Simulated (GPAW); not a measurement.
# CoO (Fm-3m) in GPAW: further runs

One crystal, CoO, is run at these levels: PBEsol+U; tasks: band structure.

Program: GPAW 26.7.0. These are calculated values, not measurements. Logs are shortened: lines on timing, memory, paths and dates and some standing lists are left out, and cuts for length are marked. The log counts tension as positive stress, the text compression.

## (1) The crystal as given

It takes space group Fm-3m (No. 225, cubic). Conventional cell: a = 4.263 Å, b = 4.263 Å, c = 4.263 Å, α = 90.00°, β = 90.00°, γ = 90.00°. Co (site symmetry m-3m) has 6 O at 2.13 Å as nearest neighbours. O (site symmetry m-3m) has 6 Co at 2.13 Å as nearest neighbours.

## (2) Band structure, PBEsol+U, collinear spin, ferromagnetic start

The input, run.py:

```python
from ase import Atoms
from ase.dft.bandgap import bandgap
from ase.io import write
from ase.units import GPa
from gpaw import GPAW, PW, setup_paths

setup_paths.insert(0, '.')

atoms = Atoms(['Co', 'O'],
              cell=[[0.0, 2.1315, 2.1315],
                    [2.1315, 0.0, 2.1315],
                    [2.1315, 2.1315, 0.0]],
              scaled_positions=[[0.0, 0.0, 0.0],
                                [0.5, 0.5, 0.5]],
              pbc=True)
atoms.set_initial_magnetic_moments([2.0, 0.0])

calc = GPAW(mode=PW(800),
            xc='PBEsol',
            kpts={'size': (11, 11, 11), 'gamma': True},
            occupations={'name': 'fermi-dirac', 'width': 0.05},
            setups={'Co': ':d,6.0'},
            nbands=17,
            convergence={'density': 1e-05, 'energy': 1e-05},
            maxiter=150,
            txt='gpaw.txt')
atoms.calc = calc
energy = atoms.get_potential_energy()
forces = atoms.get_forces()
stress = atoms.get_stress()
calc.write('gs.gpw')
write('result.traj', atoms)
print(f'Energy: {energy:.6f} eV')
print('Forces (eV/A):')
print(forces.round(4))
print('Stress (GPa):', (stress / GPa).round(3))
print('Moments:', calc.get_magnetic_moments().round(3))
print('Fermi level:', round(calc.get_fermi_level(), 4), 'eV')
print(f'Gap: {bandgap(calc)[0]:.4f} eV, direct: {bandgap(calc, direct=True)[0]:.4f} eV')

path = atoms.cell.bandpath('GXWKGLUWLK,UX', npoints=80, eps=1e-4)
bs_calc = calc.fixed_density(kpts=path, symmetry='off', nbands=25,
                             convergence={'bands': 'CBM+6.0', 'eigenstates': 1e-6}, txt='bands.txt')
bs = bs_calc.band_structure()
bs.write('bs.json')
print(f'Gap on the path: {bandgap(bs_calc)[0]:.4f} eV')
```

Potentials or basis: PAW data sets generated in the run's folder for this functional, pw.

Run with:

```bash
gpaw-setup -f PBEsol Co O
OMP_NUM_THREADS=1 python run.py
```

gpaw.txt:

```text
__  _  _
 | _ |_)|_||  |
 |__||  | ||/\| - 26.7.0

Input parameters:
  mode=PW(ecut=800.0),
  convergence={'density': 1e-05, 'energy': 1e-05},
  kpts=MonkhorstPack(size=(11, 11, 11), gamma=True),
  maxiter=150,
  nbands=17,
  occupations=Occupations(name='fermi-dirac', width=0.05),
  setups={'Co': ':d,6.0'},
  xc=XC(name='PBEsol')

Diagonalizing LCAO Hamiltonian
Converting LCAO to pw mode

              O

       Co

Atoms  # Å, Bohr magnetons
|   | symbol |        x |        y |        z |    initial magnetic moments |
|---|--------|----------|----------|----------|-----------------------------|
| 0 |     Co | 0.000000 | 0.000000 | 0.000000 | ( 0.0000,  0.0000,  2.0000) |
| 1 |      O | 2.131500 | 2.131500 | 2.131500 | ( 0.0000,  0.0000,  0.0000) |

Unit cell  # Å
| periodic |        x |        y |        z |  lengths |    angles |
|----------|----------|----------|----------|----------|-----------|
|      yes | 0.000000 | 2.131500 | 2.131500 | 3.014396 | 60.000000 |
|      yes | 2.131500 | 0.000000 | 2.131500 | 3.014396 | 60.000000 |
|      yes | 2.131500 | 2.131500 | 0.000000 | 3.014396 | 60.000000 |

Number of symmetries: 48
Symmetry operations  # r_c * U_cc + t_c -> r_c
|    | kind |            matrix            |
|----|------|------------------------------|
|  0 |  σ   |  1, 0, 0,  1, 0,-1,  1,-1, 0 |
|  1 |  C2  |  1, 0, 0,  1,-1, 0,  1, 0,-1 |
|  2 |  E   |  1, 0, 0,  0, 1, 0,  0, 0, 1 |
|  3 |  σ   |  1, 0, 0,  0, 0, 1,  0, 1, 0 |
|  4 |  C4  |  1, 0,-1,  1, 0, 0,  1,-1, 0 |
|  5 |  S6  |  1, 0,-1,  1,-1, 0,  1, 0, 0 |
|  6 |  σ   |  1, 0,-1,  0, 1,-1,  0, 0,-1 |
|  7 |  C3  |  1, 0,-1,  0, 0,-1,  0, 1,-1 |
|  8 |  S6  |  1,-1, 0,  1, 0, 0,  1, 0,-1 |
|  9 |  C4  |  1,-1, 0,  1, 0,-1,  1, 0, 0 |
| 10 |  C3  |  1,-1, 0,  0,-1, 1,  0,-1, 0 |
| 11 |  σ   |  1,-1, 0,  0,-1, 0,  0,-1, 1 |
| 12 |  σ   |  0, 1, 0,  1, 0, 0,  0, 0, 1 |
| 13 |  C4  |  0, 1, 0,  0, 1,-1, -1, 1, 0 |
| 14 |  C3  |  0, 1, 0,  0, 0, 1,  1, 0, 0 |
| 15 |  S6  |  0, 1, 0, -1, 1, 0,  0, 1,-1 |
| 16 |  C2  |  0, 1,-1,  1, 0,-1,  0, 0,-1 |
| 17 |  σ   |  0, 1,-1,  0, 1, 0, -1, 1, 0 |
| 18 |  S4  |  0, 1,-1,  0, 0,-1,  1, 0,-1 |
| 19 |  C4  |  0, 1,-1, -1, 1, 0,  0, 1, 0 |
| 20 |  C3  |  0, 0, 1,  1, 0, 0,  0, 1, 0 |
| 21 |  σ   |  0, 0, 1,  0, 1, 0,  1, 0, 0 |
| 22 |  S6  |  0, 0, 1,  0,-1, 1, -1, 0, 1 |
| 23 |  C4  |  0, 0, 1, -1, 0, 1,  0,-1, 1 |
| 24 |  S4  |  0, 0,-1,  1, 0,-1,  0, 1,-1 |
| 25 |  C3  |  0, 0,-1,  0, 1,-1,  1, 0,-1 |
| 26 |  C2  |  0, 0,-1,  0,-1, 0, -1, 0, 0 |
| 27 |  S6  |  0, 0,-1, -1, 0, 0,  0,-1, 0 |
| 28 |  S4  |  0,-1, 1,  1,-1, 0,  0,-1, 0 |
| 29 |  C4  |  0,-1, 1,  0, 0, 1, -1, 0, 1 |
| 30 |  C2  |  0,-1, 1,  0,-1, 0,  1,-1, 0 |
| 31 |  σ   |  0,-1, 1, -1, 0, 1,  0, 0, 1 |
| 32 |  C3  |  0,-1, 0,  1,-1, 0,  0,-1, 1 |
| 33 |  S6  |  0,-1, 0,  0, 0,-1, -1, 0, 0 |
| 34 |  S4  |  0,-1, 0,  0,-1, 1,  1,-1, 0 |
| 35 |  C2  |  0,-1, 0, -1, 0, 0,  0, 0,-1 |
| 36 |  C2  | -1, 1, 0,  0, 1, 0,  0, 1,-1 |
| 37 |  S6  | -1, 1, 0,  0, 1,-1,  0, 1, 0 |
| 38 |  S4  | -1, 1, 0, -1, 0, 1, -1, 0, 0 |
| 39 |  C3  | -1, 1, 0, -1, 0, 0, -1, 0, 1 |
| 40 |  S6  | -1, 0, 1,  0, 0, 1,  0,-1, 1 |
| 41 |  C2  | -1, 0, 1,  0,-1, 1,  0, 0, 1 |
| 42 |  C3  | -1, 0, 1, -1, 1, 0, -1, 0, 0 |
| 43 |  S4  | -1, 0, 1, -1, 0, 0, -1, 1, 0 |
| 44 |  C2  | -1, 0, 0,  0, 0,-1,  0,-1, 0 |
| 45 |  i   | -1, 0, 0,  0,-1, 0,  0, 0,-1 |
| 46 |  σ   | -1, 0, 0, -1, 1, 0, -1, 0, 1 |
| 47 |  C2  | -1, 0, 0, -1, 0, 1, -1, 1, 0 |

BZ-sampling:
  Number of BZ points: 1331
  Number of IBZ points: 56

  Monkhorst-Pack size: [11, 11, 11]
  Monkhorst-Pack shift: [0, 0, 0]

K-points  # in reciprocal-cell coordinates
|     |                                coordinates |     weight |
|-----|--------------------------------------------|------------|
|   0 | (  0.00000000,   0.00000000,   0.00000000) | 0.00075131 |
|   1 | (  0.09090909,   0.09090909,   0.00000000) | 0.00450789 |
|   2 | (  0.09090909,   0.09090909,   0.09090909) | 0.00601052 |
|   3 | (  0.18181818,   0.09090909,   0.09090909) | 0.00901578 |
|   4 | (  0.18181818,   0.18181818,   0.00000000) | 0.00450789 |
|   5 | (  0.18181818,   0.18181818,   0.09090909) | 0.01803156 |
|   6 | (  0.18181818,   0.18181818,   0.18181818) | 0.00601052 |
|   7 | (  0.27272727,   0.18181818,   0.09090909) | 0.01803156 |
|   8 | (  0.27272727,   0.18181818,   0.18181818) | 0.01803156 |
|   9 | (  0.27272727,   0.27272727,   0.00000000) | 0.00450789 |
| ... |                                            |            |
|  55 | (  0.45454545,   0.45454545,   0.45454545) | 0.00601052 |

Plane wave coefficients: 1010
Cutoff: 800.0 eV

Spin-components: 2 (collinear spins)
Bands:           17
Projectors:      11
Spin-degeneracy: 1
Datatype:        complex128

Parallelization:
  kpt:    1
  domain: 1
  band:   1

Density:
  Valence electrons: 15.0
  Components: 2
  Grid points: [20 20 20]
  Charge: 0.0  # |e|

Potential:
  Grid points: [20 20 20]

species:
  Co:
    name:    Cobalt
    Z:       27.0
    valence: 9
    core:    18
    charge:  0.0  # [|e|]
    Hubbard: {U: 6.0,  # eV
              l: 2,
              scale: True}
    compensation charges:
      type: gauss
      rc: 0.32  # [Å]
      lmax: 2
    cutoffs:
      filter: 1.87  # [Å]
      core: 2.55  # [Å]
    projectors
    | kind |    occ | energy [eV] | rcut [Å] |
    |------|--------|-------------|----------|
    |   4s |  2.000 |      -5.488 |    1.005 |
    |   4p |  0.000 |      -1.248 |    1.058 |
    |   3d |  7.000 |      -8.230 |    1.005 |
    |    s |        |      21.723 |    1.005 |
    |    p |        |      25.963 |    1.058 |
    |    d |        |      18.981 |    1.005 |

    Using partial waves for Co as LCAO basis

  O:
    name:    Oxygen
    Z:       8.0
    valence: 6
    core:    2
    charge:  0.0  # [|e|]
    compensation charges:
      type: gauss
      rc: 0.21  # [Å]
      lmax: 2
    cutoffs:
      filter: 1.17  # [Å]
      core: 0.83  # [Å]
    projectors
    | kind |    occ | energy [eV] | rcut [Å] |
    |------|--------|-------------|----------|
    |   2s |  2.000 |     -23.808 |    0.688 |
    |   2p |  4.000 |      -8.972 |    0.598 |
    |    s |        |       3.404 |    0.688 |
    |    p |        |      18.239 |    0.598 |
    |    d |        |       0.000 |    0.619 |

    Using partial waves for O as LCAO basis

Reference energy: -39902.827428  # eV

eigensolver:
  PPCG
  Converge bands: occupied
  niter=2

density mixing:
  MSR1-Mixer
  Pratt-step length: 0.05
  Maximum mixing coefficient: 0.75
  Old densities: 10
  SVD Regularization: 0.005
  Good broyden scale: 1.0
  Trust region scale: 1.0
  Backstep threshold: 4.0
  History deletion threshold: 6.0
  Fourier metric: weight=20.0, sigma=0.015

occupation numbers:
  Fermi-Dirac:
    width: 0.0500  # eV

poisson solver:
  ecut: 6400.0  # eV

xc functional:
  name: PBEsol with 2 nearest neighbor stencil

convergence criteria:
- Maximum integral of absolute [dens]ity change: 1e-05 electrons / valence electron
- Maximum [total energy] change in last 3 cyles: 1e-05 eV / valence electron
- Maximum integral of absolute [eigenst]ate change: 4e-08 eV^2 / valence electron
maximum number of iterations: 150

SCF iterations
|iter     | |      energy | eigst |  dens |  magmom |
|---------|-|-------------|-------|-------|---------|
|iter:   1| |  -11.902104 | -0.02 |       |  +2.0014|
|iter:   2| |  -11.846644 | -2.19 | -0.76 |  +2.0514|
|iter:   3| |  -12.901613 | -1.71 | -0.79 |  +2.6567|
|iter:   4| |  -13.077760 | -1.84 | -1.22 |  +2.8996|
|iter:   5| |  -13.071984 | -3.14 | -1.65 |  +2.9538|
|iter:   6| |  -13.073540 | -3.44 | -1.96 |  +3.0114|
|iter:   7| |  -13.074892 | -5.51 | -2.69 |  +3.0035|
|iter:   8| |  -13.075119 | -5.46 | -2.97 |  +3.0005|
|iter:   9| |  -13.075125 | -7.18 | -3.81 |  +3.0001|
|iter:  10| |  -13.075127c| -7.93c| -4.25 |  +3.0000|
|iter:  11| |  -13.075127c| -8.31c| -4.95 |  +3.0000|
|iter:  12| |  -13.075127c| -9.56c| -5.71c|  +3.0000|

Converged in 12 steps
Energy contributions relative to reference atoms: (reference = -39902.827428)

Energy contributions:
  Kinetic:          37.199749
  Coulomb:         -32.222321
  Zero:              0.031516
  External:          0.000000
  Xc:              -18.065454
  Entropy:          -0.037231
  Spinorbit:         0.000000
  ----------------------------
  Free energy:     -13.093742
  Extrapolated:    -13.075127

dipole moment: (-11.327645, -11.327645, -11.327645)  # |e|*Ang

Total magnetic moment: (0.000000, 0.000000, 3.000004)

Local magnetic moments
|        x |        y |        z |
|----------|----------|----------|
| 0.000000 | 0.000000 | 2.746198 |  # Co   0
| 0.000000 | 0.000000 | 0.164690 |  # O    1

Fermi level: 8.083
Eigenvalues  # (at kpt = [0.000, 0.000, 0.000])
| band index |      eig [eV] | occ [0-1] |      eig [eV] | occ [0-1] |
|------------|---------------|-----------|---------------|-----------|
|          0 |       -11.323 |     1.000 |       -10.967 |     1.000 |
|          1 |         2.044 |     1.000 |         6.125 |     1.000 |
|          2 |         2.044 |     1.000 |         6.125 |     1.000 |
|          3 |         2.619 |     1.000 |         6.125 |     1.000 |
|          4 |         2.619 |     1.000 |         6.902 |     1.000 |
|          5 |         2.619 |     1.000 |         6.902 |     1.000 |
[... 9 lines left out ...]
|         15 |        29.782 |     0.000 |        30.749 |     0.000 |
|         16 |        29.782 |     0.000 |        30.749 |     0.000 |

No gap
No difference between direct/indirect transitions

Forces  # eV/Ang
|        x |       y |       z |
|----------|---------|---------|
| -0.00000 | 0.00000 | 0.00000 |  # Co   0
| -0.00000 | 0.00000 | 0.00000 |  # O    1

Stress tensor  # eV/Ang^3
|         x |         y |         z |
|-----------|-----------|-----------|
|  0.037936 |  0.000000 | -0.000000 |
|  0.000000 |  0.037936 | -0.000000 |
| -0.000000 | -0.000000 |  0.037936 |

# Writing to gs.gpw (mode='')
```

Wall time 35 s (1 thread of Intel Xeon Platinum 8488C (Sapphire Rapids), shared host); peak memory 0.29 GiB.

What came out:

```yaml
Free_energy: -13.0937 eV
Pressure: -6.1 GPa
Band_gap_along_the_path: none (metal or under the smearing width)
Net_moment: 3.00 μB per cell
Site_moments: Co +2.75; O +0.16 μB
```

Levels at the corners of the path, in eV from the Fermi level:
Spin up:
| point | band 7 | band 8 | band 9 | band 10 |
| --- | --- | --- | --- | --- |
| Γ | -2.36 | -2.36 | -2.36 | 1.44 |
| X | -4.64 | -3.65 | -3.65 | 6.14 |
| W | -3.82 | -3.82 | -2.50 | 8.46 |
| K | -3.95 | -3.54 | -2.13 | 7.75 |
| Γ | -2.36 | -2.36 | -2.36 | 1.44 |
| L | -3.67 | -0.59 | -0.59 | 5.40 |
| U | -3.95 | -3.54 | -2.13 | 7.75 |
| W | -3.82 | -3.82 | -2.50 | 8.46 |
| L | -3.67 | -0.59 | -0.59 | 5.40 |
| K | -3.95 | -3.54 | -2.13 | 7.75 |
| U | -3.95 | -3.54 | -2.13 | 7.75 |
| X | -4.64 | -3.65 | -3.65 | 6.14 |
Spin down:
| point | band 2 | band 3 | band 4 | band 5 | band 6 | band 7 | band 8 | band 9 | band 10 |
| --- | --- | --- | --- | --- | --- | --- | --- | --- | --- |
| Γ | -1.96 | -1.96 | -1.96 | -1.18 | -1.18 | -1.18 | 1.87 | 3.36 | 3.36 |
| X | -5.96 | -3.27 | -3.27 | -2.30 | 0.05 | 0.05 | 3.99 | 4.32 | 7.09 |
| W | -5.19 | -5.19 | -4.20 | -0.37 | -0.37 | 0.05 | 4.29 | 4.78 | 9.46 |
| K | -5.60 | -5.17 | -3.44 | -0.96 | -0.10 | 0.12 | 4.45 | 4.83 | 8.54 |
| Γ | -1.96 | -1.96 | -1.96 | -1.18 | -1.18 | -1.18 | 1.87 | 3.36 | 3.36 |
| L | -7.22 | -3.63 | -3.63 | -0.07 | -0.07 | 0.20 | 5.58 | 5.73 | 5.73 |
| U | -5.60 | -5.17 | -3.44 | -0.96 | -0.10 | 0.12 | 4.45 | 4.83 | 8.54 |
| W | -5.19 | -5.19 | -4.20 | -0.37 | -0.37 | 0.05 | 4.29 | 4.78 | 9.46 |
| L | -7.22 | -3.63 | -3.63 | -0.07 | -0.07 | 0.20 | 5.58 | 5.73 | 5.73 |
| K | -5.60 | -5.17 | -3.44 | -0.96 | -0.10 | 0.12 | 4.45 | 4.83 | 8.54 |
| U | -5.60 | -5.17 | -3.44 | -0.96 | -0.10 | 0.12 | 4.45 | 4.83 | 8.54 |
| X | -5.96 | -3.27 | -3.27 | -2.30 | 0.05 | 0.05 | 3.99 | 4.32 | 7.09 |

Caveat: a cell with one magnetic atom can't hold antiferromagnetic order, which such compounds often take. The state reached can hang on the start; a lower one may exist.

## (3) Band structure, PBEsol+U, collinear spin, ferromagnetic start

Edit run.py of step 2 so:

```diff
@@ -21,3 +21,3 @@
             occupations={'name': 'fermi-dirac', 'width': 0.05},
-            setups={'Co': ':d,6.0'},
+            setups={'Co': ':d,8.0'},
             nbands=17,
```

Potentials or basis: PAW data sets generated in the run's folder for this functional, pw.

Run with:

```bash
gpaw-setup -f PBEsol Co O
OMP_NUM_THREADS=1 python run.py
```

gpaw.txt:

```text
__  _  _
 | _ |_)|_||  |
 |__||  | ||/\| - 26.7.0

Input parameters:
  mode=PW(ecut=800.0),
  convergence={'density': 1e-05, 'energy': 1e-05},
  kpts=MonkhorstPack(size=(11, 11, 11), gamma=True),
  maxiter=150,
  nbands=17,
  occupations=Occupations(name='fermi-dirac', width=0.05),
  setups={'Co': ':d,8.0'},
  xc=XC(name='PBEsol')

Diagonalizing LCAO Hamiltonian
Converting LCAO to pw mode

              O

       Co

Atoms  # Å, Bohr magnetons
|   | symbol |        x |        y |        z |    initial magnetic moments |
|---|--------|----------|----------|----------|-----------------------------|
| 0 |     Co | 0.000000 | 0.000000 | 0.000000 | ( 0.0000,  0.0000,  2.0000) |
| 1 |      O | 2.131500 | 2.131500 | 2.131500 | ( 0.0000,  0.0000,  0.0000) |

Unit cell  # Å
| periodic |        x |        y |        z |  lengths |    angles |
|----------|----------|----------|----------|----------|-----------|
[... 218 lines left out ...]
  ----------------------------
  Free energy:     -12.479280
  Extrapolated:    -12.459858

dipole moment: (-11.300010, -11.300010, -11.300010)  # |e|*Ang

Total magnetic moment: (0.000000, 0.000000, 3.000000)

Local magnetic moments
|        x |        y |        z |
|----------|----------|----------|
| 0.000000 | 0.000000 | 2.777473 |  # Co   0
| 0.000000 | 0.000000 | 0.150161 |  # O    1

Fermi level: 7.903
Eigenvalues  # (at kpt = [0.000, 0.000, 0.000])
| band index |      eig [eV] | occ [0-1] |      eig [eV] | occ [0-1] |
|------------|---------------|-----------|---------------|-----------|
|          0 |       -11.287 |     1.000 |       -10.962 |     1.000 |
|          1 |         1.023 |     1.000 |         6.133 |     1.000 |
|          2 |         1.023 |     1.000 |         6.133 |     1.000 |
|          3 |         1.698 |     1.000 |         6.133 |     1.000 |
|          4 |         1.698 |     1.000 |         6.706 |     1.000 |
|          5 |         1.698 |     1.000 |         6.706 |     1.000 |
[... 9 lines left out ...]
|         15 |        29.834 |     0.000 |        30.788 |     0.000 |
|         16 |        29.834 |     0.000 |        30.788 |     0.000 |

No gap
No difference between direct/indirect transitions

Forces  # eV/Ang
|        x |       y |        z |
|----------|---------|----------|
| -0.00000 | 0.00000 | -0.00000 |  # Co   0
| -0.00000 | 0.00000 | -0.00000 |  # O    1

Stress tensor  # eV/Ang^3
|        x |         y |         z |
|----------|-----------|-----------|
| 0.030100 |  0.000000 |  0.000000 |
| 0.000000 |  0.030100 | -0.000000 |
| 0.000000 | -0.000000 |  0.030100 |

# Writing to gs.gpw (mode='')
```

Wall time 34 s (1 thread of Intel Xeon Platinum 8488C (Sapphire Rapids), shared host); peak memory 0.29 GiB.

What came out:

```
Free energy             : -12.4793 eV
Pressure                : -4.8 GPa
Band gap along the path : none (metal or under the smearing width)
Net moment              : 3.00 μB per cell
Site moments            : Co +2.78; O +0.15 μB
```

Levels at the corners of the path, in eV from the Fermi level:
Spin up:
```tsv
point	band 7	band 8	band 9	band 10
Γ	-2.14	-2.14	-2.14	1.66
X	-5.44	-3.43	-3.43	6.36
W	-4.00	-4.00	-2.60	8.68
K	-4.31	-3.68	-2.14	7.96
Γ	-2.14	-2.14	-2.14	1.66
L	-4.11	-0.66	-0.66	5.61
U	-4.31	-3.68	-2.14	7.96
W	-4.00	-4.00	-2.60	8.68
L	-4.11	-0.66	-0.66	5.61
K	-4.31	-3.68	-2.14	7.96
U	-4.31	-3.68	-2.14	7.96
X	-5.44	-3.43	-3.43	6.36
```
Spin down:
```csv
point,band 2,band 3,band 4,band 5,band 6,band 7,band 8,band 9,band 10
Γ,-1.77,-1.77,-1.77,-1.20,-1.20,-1.20,2.06,4.64,4.64
X,-5.78,-3.08,-3.08,-2.30,0.02,0.02,5.33,5.53,7.41
W,-5.03,-5.03,-3.94,-0.36,-0.36,0.03,5.60,6.01,9.74
K,-5.43,-4.99,-3.18,-0.94,-0.13,0.11,5.73,6.12,8.74
Γ,-1.77,-1.77,-1.77,-1.20,-1.20,-1.20,2.06,4.64,4.64
L,-7.06,-3.34,-3.34,-0.05,-0.05,0.21,5.75,6.96,6.96
U,-5.43,-4.99,-3.18,-0.94,-0.13,0.11,5.73,6.12,8.74
W,-5.03,-5.03,-3.94,-0.36,-0.36,0.03,5.60,6.01,9.74
L,-7.06,-3.34,-3.34,-0.05,-0.05,0.21,5.75,6.96,6.96
K,-5.43,-4.99,-3.18,-0.94,-0.13,0.11,5.73,6.12,8.74
U,-5.43,-4.99,-3.18,-0.94,-0.13,0.11,5.73,6.12,8.74
X,-5.78,-3.08,-3.08,-2.30,0.02,0.02,5.33,5.53,7.41
```

Caveat: a cell with one magnetic atom can't hold antiferromagnetic order, which such compounds often take. The state reached can hang on the start; a lower one may exist.
